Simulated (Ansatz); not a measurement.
Generalised stacking fault in C

These are results of DFT r2SCAN, scalar-relativistic, plane waves, PAW in Ansatz, not measurements. The runs took a 500 eV cutoff, a Γ-centred 10×10×2 mesh and Gaussian smearing (0.05 eV). No spin polarisation. Energies are free energies at this smearing, counted from the undisturbed cell; pressure is positive in compression.

Reference structure (relaxed at this level):

```yaml
crystal:
  lattice:
    - [-2.50319, 0.00000, 0.00000]
    - [-1.25160, -2.16783, 0.00000]
    - [0.00000, 0.00000, 12.50665]
  atoms:
    - { symbol: C, position: [0.33333, 0.33333, 0.93756] }
    - { symbol: C, position: [0.33333, 0.33333, 0.27089] }
    - { symbol: C, position: [0.33333, 0.33333, 0.60423] }
    - { symbol: C, position: [0.66667, 0.66667, 0.10423] }
    - { symbol: C, position: [0.66667, 0.66667, 0.43756] }
    - { symbol: C, position: [0.66667, 0.66667, 0.77089] }
    - { symbol: C, position: [0.33333, 0.33333, 0.06241] }
    - { symbol: C, position: [0.33333, 0.33333, 0.39574] }
    - { symbol: C, position: [0.33333, 0.33333, 0.72907] }
    - { symbol: C, position: [0.66667, 0.66667, 0.22907] }
    - { symbol: C, position: [0.66667, 0.66667, 0.56241] }
    - { symbol: C, position: [0.66667, 0.66667, 0.89574] }
```

The cut lies on the cell's a–b face, a (0 0 1) plane (indices in the standard cell, whose axes needn't be the Cartesian ones shown) of area 5.43 Å², between layers 1.56 Å apart. Vector c is tilted by f times 1·a + 1·b (length 4.336 Å) with the atoms' Cartesian places fixed: one unrelaxed fault a cell.

```
     f  γ (mJ/m²) shear traction, the slope of γ along the slip (GPa) gap on the mesh (eV)
0.0000          0                                                  0.0                  3.81
0.0833       1520                                                 83.9                  3.68
0.1667       5902                                                152.6                  2.48
0.2500      11758                                                152.7                  0.00
0.3333      14507                                                 -0.2                  0.00
0.4167      13677                                                -28.4                  0.00
0.5000      13144                                                  0.0                  0.00
```

By symmetry 0.6667 repeats 0.3333, 0.8333 repeats 0.1667, 0.5833 repeats 0.4167, 0.7500 repeats 0.2500, 0.9167 repeats 0.0833 in energy, with the opposite slope along the path. Where the gap reads zero the k-mesh, chosen for the insulator, is on the coarse side.

Cost: 7 runs of about 3.1 core-minutes in all, on AMD EPYC 7R43 (Zen 3) (shared hosts).